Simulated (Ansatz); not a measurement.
# AlN: the crystal squeezed far

An exercise on one series of results from a longer session: the logs are not shown, and one member is left open.

Program: Ansatz 0.2.0. Level of theory: DFT PBE, with the methods named in each step. These are calculated values, not measurements.

## The structure to begin with

Symmetry: Fm-3m, No. 225, cubic system. The conventional cell has a = 4.309 Å, b = 4.309 Å, c = 4.309 Å, α = 90.00°, β = 90.00°, γ = 90.00°. Al (site symmetry m-3m) is surrounded by 6 N at 2.15 Å. Around N (site symmetry m-3m) lie 6 Al at 2.15 Å.

As a file:

```
Al N
1.0
     0.00000    2.15443    2.15443
     2.15443    0.00000    2.15443
     2.15443    2.15443    0.00000
Al N
1 1
Direct
  0.00000 0.00000 0.00000
  0.50000 0.50000 0.50000
```

Whether this phase is the stable one at these pressures isn't tested.

Atoms are numbered in the order of the input: Al1, N2.

Set-up of the first run:

Contents of input.yaml:

```yaml
crystal:
  lattice:
    - [0.0, 2.15443469, 2.15443469]
    - [2.15443469, 0.0, 2.15443469]
    - [2.15443469, 2.15443469, 0.0]
  atoms:
    - { symbol: Al, position: [0.0, 0.0, 0.0] }
    - { symbol: "N", position: [0.5, 0.5, 0.5] }
kpoints:
  mp_grid: { grid: [17, 17, 17] }
scf:
  occupations: { method: fermi_dirac, width: 0.05 }
hamiltonian:
  xc: pbe
  pseudopotentials: { kind: paw }
output:
  forces: true
  stress: true
relax:
  f_tol: 0.005
  max_steps: 40
  cell: {}
```

Started as:

```console
ansatz run input.yaml --threads 1 --pin off --max-ram 2048MiB --backend cpu --events-out ev --progress --plain --runs-dir out
```

Among the steps run: Cell relaxed at zero pressure, PAW; Volume scaled by 1, PAW; Volume scaled by 0.94, PAW; Volume scaled by 0.88, PAW; Volume scaled by 0.8, PAW; Volume scaled by 0.8, PAW (cutoff 800 eV); Volume scaled by 0.72, PAW; Volume scaled by 0.64, PAW; Volume scaled by 0.55, PAW; Volume scaled by 0.55, PAW (level accurate).

One of the session's tables, all rows but one given; the rest of the session is left out.

| method | volume over the first | volume (Å³/atom) | pressure (GPa) | gap on the k mesh (eV) |
| --- | --- | --- | --- | --- |
| PAW | 1 | 8.431 | 0.00 | 4.49 |
| PAW | 0.94 | 7.925 | 17.63 | 5.10 |
| PAW | 0.88 | 7.419 | 41.45 | 5.12 |
| PAW | 0.8 | 6.745 | 87.02 | 4.89 |
| PAW | 0.72 | 6.070 | 156.70 | 4.59 |
| PAW | 0.64 | ? | ? | ? |
| PAW | 0.55 | 4.637 | 471.99 | 3.45 |
| PAW (cutoff 800 eV) | 0.8 | 6.745 | 86.97 | 4.89 |
| PAW (level accurate) | 0.55 | 4.637 | 477.33 | 3.48 |

Q: Estimate the row for PAW, 0.64 from the others.

The run gave: volume (Å³/atom): 5.396; pressure (GPa): 265.88; gap on the k mesh (eV): 4.15. In the column «volume (Å³/atom)» it lies between PAW (level accurate), 0.55 (4.637) and PAW, 0.72 (6.070).
